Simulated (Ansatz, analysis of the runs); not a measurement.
# Transmission past a defect: Ir wire along [110], 2 atoms a period, Pt in place of one Ir, part 2 of 2

Aim: how much does this defect scatter, and at which energies?

Ansatz 0.2.0; DFT PBE, plane waves, PAW; relaxation of a wire's period (the session's first sound run).

So far. Step 3 (The wire at its relaxed period): At the computed energy nearest the Fermi level there are 7 spin-up and 9 spin-down channels, and the thermal average gives 7.98 G₀. Step 4 (Relaxing the junction): The largest force component on a free atom ends at 0.017 eV/Å, under the limit of 0.06. Pt ends nearest to Ir at 2.53 Å, Ir at 2.58 Å, Ir at 2.64 Å and Ir at 2.66 Å. 4 atoms of the wire itself, hydrogen apart, moved by over 0.45 Å, up to 0.85 Å.

## (5) Transmission between the leads

This step: DFT PBE, plane waves, PAW; transmission of a junction in a wire (Ansatz 0.2.0).

The cell is now read as a scatterer between two semi-infinite leads, named by two sites one period apart. The scattering states in its self-consistent potential are matched to the leads' states at each energy. One point across is taken, as for a wire in vacuum.

File input.yaml:

```yaml
crystal:
  lattice:
    - [8.735, 0.0, 0.0]
    - [0.0, 8.168, 0.0]
    - [0.0, 0.0, 21.9721638199]
  atoms:
    - { symbol: Ir, position: [0.393497795, 0.424336134, -1.0e-10], spin: 0.52 }
    - { symbol: Ir, position: [0.606502205, 0.575694672, 0.0555555559], spin: 0.52 }
    - { symbol: Ir, position: [0.393497795, 0.424336134, 0.1111111109], spin: 0.52 }
    - { symbol: Ir, position: [0.606502205, 0.575694672, 0.1666666669], spin: 0.52 }
    - { symbol: Ir, position: [0.393497795, 0.424336134, 0.2222222219], spin: 0.52 }
    - { symbol: Ir, position: [0.606502205, 0.575694672, 0.2777777779], spin: 0.52 }
    - { symbol: Ir, position: [0.4531954413, 0.3626739531, 0.3332070017] }
    - { symbol: Ir, position: [0.5257809659, 0.6194017462, 0.3851247082] }
    - { symbol: Pt, position: [0.383304016, 0.3888650029, 0.4495211543] }
    - { symbol: Ir, position: [0.6015897434, 0.5586562726, 0.4907685423], spin: -0.05 }
    - { symbol: Ir, position: [0.4647033968, 0.3546571248, 0.5616357259], spin: -0.14 }
    - { symbol: Ir, position: [0.5475252939, 0.620292176, 0.6018432693], spin: -0.16 }
    - { symbol: Ir, position: [0.393497795, 0.424336134, 0.6666666669], spin: 0.52 }
    - { symbol: Ir, position: [0.606502205, 0.575694672, 0.7222222219], spin: 0.52 }
    - { symbol: Ir, position: [0.393497795, 0.424336134, 0.7777777779], spin: 0.52 }
    - { symbol: Ir, position: [0.606502205, 0.575694672, 0.8333333329], spin: 0.52 }
    - { symbol: Ir, position: [0.393497795, 0.424336134, 0.8888888889], spin: 0.52 }
    - { symbol: Ir, position: [0.606502205, 0.575694672, 0.9444444444], spin: 0.52 }
magnetization:
  spin_polarized: true
kpoints:
  mp_grid: { grid: [1, 1, 4] }
scf:
  occupations: { method: fermi_dirac, width: 0.05 }
hamiltonian:
  xc: pbe
output:
  transmission:
    e_range: [-1.26, 1.26]
    de: 0.035
    kmesh: [1, 1]
    reduced_basis: true
    leads: [[16, 0]]
  dos: { projected: true, e_range: [-4, 3] }
  write_potential: true
  write_density: true
  volumetric_format: npy
  elf: true
basis:
  ecutwfc: "350 eV"
```

Started as:

```
ansatz run input.yaml --threads 4 --pin off --max-ram 16384MiB --backend cpu --events-out ev --progress --plain --runs-dir out
```

Run time: 7.8 min. Hardware: 4 threads of Arm Neoverse V1, shared host; peak memory 4.5 GiB.

This step gave:

* energy at zero smearing: -215372.4643 eV
* total moment: 8.633 μB
* absolute moment: 9.950 μB
* transmission at the energy nearest the Fermi level, spin up: 2.449
* transmission at the energy nearest the Fermi level, spin down: 2.076
* channels at the energy nearest the Fermi level, spin down: 8
* step of the lead's Hamiltonian: 80.9 meV
* conductance of the junction: 2.362 G₀

The transmission by energy, zero at the Fermi level:

```
energy (eV)  spin up  spin down
      -1.26     3.29       2.69
      -1.19     3.10       2.23
      -1.08     2.75       2.06
      -1.01     2.03       2.36
      -0.91     2.21       2.52
      -0.84     2.12       2.66
      -0.73     2.13       2.78
      -0.67     2.24       2.82
      -0.56     2.50       2.57
      -0.53     2.59       2.44
      -0.49     2.42       2.35
      -0.39     2.71       2.05
      -0.32     2.67       1.42
      -0.24     2.75      0.969
      -0.21     2.60       1.67
      -0.14     2.56       2.35
      -0.04     2.57       2.24
       0.00     2.45       2.08
       0.04     2.34       2.49
       0.14     2.05       2.54
       0.21     1.72       2.57
       0.32     2.37       2.84
       0.35     2.48       2.86
       0.39     2.22       2.87
       0.46     2.82       2.92
       0.49     2.81       3.01
       0.56     2.67       3.02
       0.67     1.69       2.93
       0.73     2.11       2.60
       0.84     2.25       2.36
       0.91     2.30       1.17
       1.01     2.27       2.28
       1.08     2.25       2.24
       1.19     2.14       2.09
       1.26     2.07       2.06
```

Open channels of the lead against energy, zero at the Fermi level:

```
energy (eV)  spin up  spin down
      -1.26        8          5
      -1.19        8          5
      -1.08        8          7
      -1.01        6          7
      -0.91        7          7
      -0.84        6          7
      -0.73        8          8
      -0.67        8          8
      -0.56        9          8
      -0.49        7          8
      -0.39        7          7
      -0.32        7          7
      -0.21        7          8
      -0.14        7          8
      -0.04        7          8
       0.00        7          8
       0.04        7          9
       0.14        7          9
       0.21        5          7
       0.32        5          7
       0.39        5          7
       0.49        5          7
       0.56        5          7
       0.67        5          7
       0.73        4          5
       0.84        4          5
       0.91        4          3
       1.01        4          5
       1.08        4          5
       1.19        3          4
       1.26        3          4
```

Projected DOS an atom over height of the atomic layer and energy from the Fermi level.  broadened by a Gaussian of 0.15 eV, since few k-points sample the long cell.

Values in states/eV, 12 rows by 16 columns, each cell a mean:
```
0.59 0.63 0.66 0.67 0.66 0.69 0.41 0.55 0.62 0.62 0.64 0.59 0.57 0.55 0.58 0.60
1.04 1.10 1.20 1.33 1.42 1.46 0.87 1.15 1.46 1.46 1.27 1.23 1.11 1.06 1.05 1.03
1.91 1.84 1.84 1.81 1.74 1.68 1.26 1.85 1.77 1.75 1.81 1.94 1.93 1.95 1.90 1.91
2.54 2.66 2.59 2.48 2.59 2.42 1.69 2.45 2.83 2.85 2.46 2.63 2.56 2.53 2.55 2.49
2.83 3.02 3.18 2.99 2.91 2.66 2.24 3.23 2.83 2.90 2.95 3.28 3.04 2.89 2.86 2.90
2.34 2.21 2.17 2.03 1.93 2.07 2.48 1.90 1.61 1.70 1.94 2.17 2.18 2.26 2.25 2.29
1.59 1.45 1.31 1.52 1.65 1.74 2.39 1.44 1.66 1.62 1.47 1.42 1.45 1.60 1.65 1.64
1.04 1.18 1.29 1.39 1.53 1.68 2.34 1.80 1.59 1.69 1.57 1.31 1.12 1.04 1.11 1.07
1.09 0.95 0.99 1.07 1.08 1.14 1.52 1.11 1.12 1.18 1.17 1.08 0.97 1.04 1.11 1.09
1.30 1.23 1.28 1.35 1.32 1.33 1.97 1.55 1.38 1.53 1.57 1.47 1.30 1.30 1.27 1.32
1.56 1.76 1.80 1.78 1.64 1.42 1.48 1.31 1.39 1.42 1.54 1.62 1.77 1.64 1.47 1.46
1.31 1.17 0.96 0.89 0.87 0.99 1.07 0.97 1.01 0.74 0.86 0.79 1.09 1.24 1.34 1.34
```
Columns: height of the atomic layer (Å) from 1.22 to 22.0 (not evenly spaced); rows upwards: energy from the Fermi level (eV) from -3.98 to 1.47.

Site moment by atom:

```
atom  site moment (μB)
 Ir1             0.686
 Ir2             0.702
 Ir3             0.650
 Ir4             0.524
 Ir5             0.389
 Ir6             0.258
 Ir7             0.137
 Ir8             0.122
 Pt9             0.000
Ir10            -0.032
Ir11            -0.183
Ir12            -0.213
Ir13             0.201
Ir14             0.516
Ir15             0.588
Ir16             0.686
Ir17             0.706
Ir18             0.684
```

Spin density in the cb plane at fractional x = 0.383, with atoms of Ir and Pt within 0.2 Å of it.

Values in e/Å³, 12 rows by 16 columns, each cell a mean:
```
 0.00  0.00  0.00  0.00  0.00  0.00  0.00  0.00  0.00  0.00  0.00  0.00  0.00  0.00  0.00  0.00
 0.00  0.00  0.00  0.00  0.00  0.00  0.00  0.00  0.00  0.00  0.00  0.00  0.00  0.00  0.00  0.00
 0.00  0.00  0.00  0.00  0.00  0.00  0.00  0.00  0.00  0.00  0.00  0.00  0.00  0.00  0.00  0.00
 0.00  0.00  0.00  0.00  0.00  0.00  0.00  0.00  0.00  0.00  0.00  0.00  0.00  0.00  0.00  0.00
 0.00  0.01  0.00  0.00  0.00  0.00  0.00  0.00  0.00  0.00  0.00  0.00  0.00  0.00  0.00  0.00
 0.02  0.14  0.01  0.04  0.05  0.00  0.00  0.00  0.00  0.00  0.00  0.00  0.00  0.02  0.01  0.05
 0.04  0.19  0.05  0.07  0.08  0.00  0.03  0.00  0.00  0.00  0.00 -0.02  0.00  0.05  0.03  0.09
 0.04  0.21  0.03  0.09  0.08  0.00  0.04  0.00  0.00  0.00  0.00 -0.03  0.00  0.04  0.01  0.07
 0.02  0.07  0.02  0.02  0.02  0.00  0.02  0.00  0.00  0.00  0.00 -0.05 -0.01  0.01  0.00  0.03
 0.00  0.01  0.00  0.00  0.00  0.00  0.01  0.00  0.00  0.00  0.00 -0.01  0.00  0.00  0.00  0.00
 0.00  0.00  0.00  0.00  0.00  0.00  0.00  0.00  0.00  0.00  0.00  0.00  0.00  0.00  0.00  0.00
 0.00  0.00  0.00  0.00  0.00  0.00  0.00  0.00  0.00  0.00  0.00  0.00  0.00  0.00  0.00  0.00
```
Columns run along c (16.0 Å, from fractional 0.05 to 0.78 of the cell), rows up along b (8.2 Å). Atoms in or near the plane, at fractional coordinates: Ir at (0.11, 0.42), Ir at (0.22, 0.42), Pt at (0.45, 0.39), Ir at (0.67, 0.42), Ir at (0.78, 0.42).

Electrostatic potential energy in the cb plane at fractional x = 0.383, with atoms of Ir and Pt within 0.2 Å of it. With pseudopotentials it is smooth inside the atoms' cores, unlike the true potential.

Values in eV, 12 rows by 16 columns, each cell a mean:
```
  5   5   5   5   5   5   5   5   5   5   5   5   5   5   5   5
  5   5   5   5   5   5   5   5   5   5   5   5   5   5   5   5
  5   5   5   5   5   5   5   4   4   5   5   5   4   5   5   5
  5   5   5   5   5   5   4   1   3   5   5   4   3   4   5   5
  4   3   4   3   3   5   3   0   2   4   5   4   2   2   4   4
 -3 -23  -4 -16 -15   3   2   1  -3  -2   4   3   0 -21  -9 -10
-19 -58 -23 -47 -46  -4 -16  -2 -38 -37  -1  -9  -7 -55 -34 -35
-12 -49 -15 -36 -35 -11 -43  -7 -47 -46  -7 -33  -8 -45 -24 -25
  2  -5   1  -2  -2  -3 -19  -1 -14 -13  -2 -16  -1  -4   0   0
  5   4   5   4   4   3   0   3   3   3   3   0   3   4   4   4
  5   5   5   5   5   4   4   4   5   5   4   4   4   5   5   5
  5   5   5   5   5   5   5   5   5   5   5   4   5   5   5   5
```
Columns run along c (16.0 Å, from fractional 0.05 to 0.78 of the cell; values clipped at the 3rd and 97th percentile), rows up along b (8.2 Å). Atoms in or near the plane, at fractional coordinates: Ir at (0.11, 0.42), Ir at (0.22, 0.42), Pt at (0.45, 0.39), Ir at (0.67, 0.42), Ir at (0.78, 0.42).

Valence density in the cb plane at fractional x = 0.383, with atoms of Ir and Pt within 0.2 Å of it. It is the smooth field of the valence electrons, not physical close to the nuclei.

Values in units of 1e0 e/Å³, 12 rows by 16 columns, each cell a mean:
```
0.0 0.0 0.0 0.0 0.0 0.0 0.0 0.0 0.0 0.0 0.0 0.0 0.0 0.0 0.0 0.0
0.0 0.0 0.0 0.0 0.0 0.0 0.0 0.0 0.0 0.0 0.0 0.0 0.0 0.0 0.0 0.0
0.0 0.0 0.0 0.0 0.0 0.0 0.0 0.0 0.0 0.0 0.0 0.0 0.0 0.0 0.0 0.0
0.0 0.0 0.0 0.0 0.0 0.0 0.1 0.2 0.1 0.0 0.0 0.0 0.1 0.0 0.0 0.0
0.1 0.1 0.1 0.1 0.1 0.1 0.1 0.2 0.1 0.1 0.0 0.1 0.2 0.2 0.1 0.1
0.4 1.8 0.5 1.2 1.1 0.2 0.2 0.2 0.5 0.4 0.1 0.1 0.3 1.6 0.7 0.8
1.4 7.5 1.7 5.0 4.8 0.5 1.2 0.4 3.9 3.8 0.4 0.7 0.6 6.6 3.1 3.3
0.9 4.9 1.1 3.2 3.1 0.9 3.4 0.6 5.6 5.4 0.7 2.3 0.7 4.4 2.0 2.1
0.2 0.4 0.2 0.3 0.4 0.3 1.1 0.3 1.1 1.1 0.3 0.9 0.3 0.4 0.2 0.3
0.0 0.0 0.0 0.0 0.0 0.1 0.1 0.1 0.1 0.1 0.1 0.1 0.1 0.0 0.0 0.0
0.0 0.0 0.0 0.0 0.0 0.0 0.0 0.0 0.0 0.0 0.0 0.0 0.0 0.0 0.0 0.0
0.0 0.0 0.0 0.0 0.0 0.0 0.0 0.0 0.0 0.0 0.0 0.0 0.0 0.0 0.0 0.0
```
Columns run along c (16.0 Å, from fractional 0.05 to 0.78 of the cell), rows up along b (8.2 Å). Atoms in or near the plane, at fractional coordinates: Ir at (0.11, 0.42), Ir at (0.22, 0.42), Pt at (0.45, 0.39), Ir at (0.67, 0.42), Ir at (0.78, 0.42).

By hand: the program gives 2.5651 × 10^14 S/m² over the cell's cross-section of 71.35 Å² = 7.135 × 10^-19 m², so one cell conducts 1.830 × 10^-4 S. Divided by G0 = 2e²/h = 7.748 × 10^-5 S this is 2.36 G0, a resistance of 5.46 kΩ.

The conductance is 2.36 G₀, with 7 spin-up and 8 spin-down channels open in the lead. The lead's Hamiltonian steps by 80.9 meV, which the program calls too much for a lead. The largest term of the program's error estimate is 14 %.

## (6) Landauer integrals

This step: Landauer integrals over the computed T(E), interpolated linearly between its energies (analysis of the runs above).

Conductance and thermopower are moments of T(E) over the thermal window; sliding the window along E stands for a gate that leaves T(E) rigid.

This step gave:

```yaml
conductance_at_300_k_interpolated_from_t_e: 2.369 G₀
thermopower_at_300_k: 0.7783 μV/K
lorenz_number_over_l0: 1.014
spin_polarisation_of_the_transmission: 8.250 %
```

T(E) held rigid; rough near sharp steps of T(E). Conductance at 300 K against shift of the leads' level:

shift of the leads' level (eV), conductance at 300 K (G₀) and a bar from the least value:
```
   -0.900       2.33 ###########
   -0.850       2.37 #############
   -0.800       2.40 ##############
   -0.750       2.44 ###############
   -0.700       2.49 #################
   -0.650       2.50 #################
   -0.600       2.47 ################
   -0.550       2.46 ################
   -0.500       2.40 ##############
   -0.450       2.31 ###########
   -0.400       2.26 #########
   -0.350       2.15 #####
   -0.300       2.02 
   -0.250       2.01 
   -0.200       2.18 ######
   -0.150       2.36 #############
   -0.100       2.43 ###############
   -0.050       2.41 ##############
    0.000       2.37 #############
    0.050       2.38 #############
    0.100       2.36 ############
    0.150       2.30 ##########
    0.200       2.26 #########
    0.250       2.33 ###########
    0.300       2.47 ################
    0.350       2.58 ####################
    0.400       2.65 #######################
    0.450       2.77 ###########################
    0.500       2.86 ##############################
    0.550       2.83 #############################
    0.600       2.70 #########################
    0.650       2.52 ##################
    0.700       2.40 ##############
    0.750       2.32 ###########
    0.800       2.28 ##########
    0.850       2.22 #######
    0.900       2.12 ####
```

T(E) held rigid; rough near sharp steps of T(E). The thermopower at 300 K by shift of the leads' level:

```
shift of the leads' level (eV)  thermopower at 300 K (μV/K)
                        -0.900                        -3.01
                        -0.850                        -2.09
                        -0.800                        -2.31
                        -0.700                        -1.86
                        -0.650                        0.855
                        -0.600                         1.39
                        -0.550                         1.47
                        -0.450                         4.48
                        -0.400                         4.70
                        -0.350                         8.49
                        -0.300                         5.32
                        -0.200                        -12.4
                        -0.150                        -7.35
                        -0.100                        -1.38
                        -0.050                         2.02
                         0.050                       0.0174
                         0.100                         2.67
                         0.150                         3.21
                         0.200                        -1.05
                         0.300                        -8.02
                         0.350                        -4.62
                         0.400                        -5.13
                         0.450                        -5.90
                         0.550                         3.88
                         0.600                         8.23
                         0.650                         9.12
                         0.700                         5.62
                         0.800                         2.71
                         0.850                         5.55
                         0.900                         1.78
```

The two levels move by half the bias each and T(E) is held rigid. The current from the zero-bias T(E) by bias:

```
bias (V)  current from the zero-bias T(E) (μA)
   0.000                                     0
   0.100                                  18.4
   0.200                                  37.0
   0.300                                  55.4
   0.400                                  73.0
   0.500                                  90.0
   0.600                                   107
   0.700                                   125
   0.800                                   144
   0.900                                   163
   1.000                                   183
   1.100                                   203
   1.200                                   224
   1.300                                   243
   1.400                                   263
   1.500                                   281
   1.600                                   300
   1.700                                   318
   1.800                                   335
   1.900                                   352
```

By hand, Mott's formula: S = −(π²k²T/3e) d ln T/dE, and π²k²T/3e = 7.33 μV/K × eV at 300 K. The computed T is 4.95 at -0.070 eV and 4.83 at +0.070 eV (both spins added), so d ln T/dE ≈ -0.172 per eV and S ≈ 1.26 μV/K, against 0.778 from the integrals.

The thermopower is 0.778 μV/K. The Lorenz ratio is 1.01, where the Wiedemann-Franz law gives 1. Moving the level by up to 0.1 eV either way gives -1.4 to 2.7 μV/K.

## (7) Summary of results

- conductance of the perfect wire: 7.98 G₀
- conductance, Pt in place of one Ir: 2.36 G₀
- thermopower, Pt in place of one Ir: 0.778 μV/K

Summed over the computed window, 38 % of the lead's open channels pass the defect; the conductance at 300 K is 2.36 G₀. With Pt in place of one Ir, 31 % of the conductance of that run's own lead (7.64 G₀) is left. Transport is coherent and elastic here: the atoms are frozen, so scattering by vibrations plays no part. In the perfect wire the moments were started parallel, and no opposed start was run. With Pt in place of one Ir several atoms of the wire itself moved far in the relaxation, so the changed stretch between the held leads may scatter as well as the defect. The free region is short: held atoms still bear up to 1.8 eV/Å after a relaxation. Spin-orbit coupling is left out, which matters for the bands of heavy atoms. No search over magnetic orders was made; another may lie lower. In 1 run the program finds the step of the lead's Hamiltonian too large, so longer leads may change the transmission. One term of the program's error estimate for a conductance, of a junction or of the perfect wire, reaches 14 % in this session. A cutoff under the files' recommended one was taken to save time; its effect on T(E) was not tested here.

[Logs are printed without paths, hosts, clocks, repeated set-up lines and the standing remarks that a program may print on its own settings, such as how far it seeks lower states.]

[Hosts, paths, dates, database ids (printed as entryN), source tags and the programs' standing remarks are cut or masked in the printed files.]
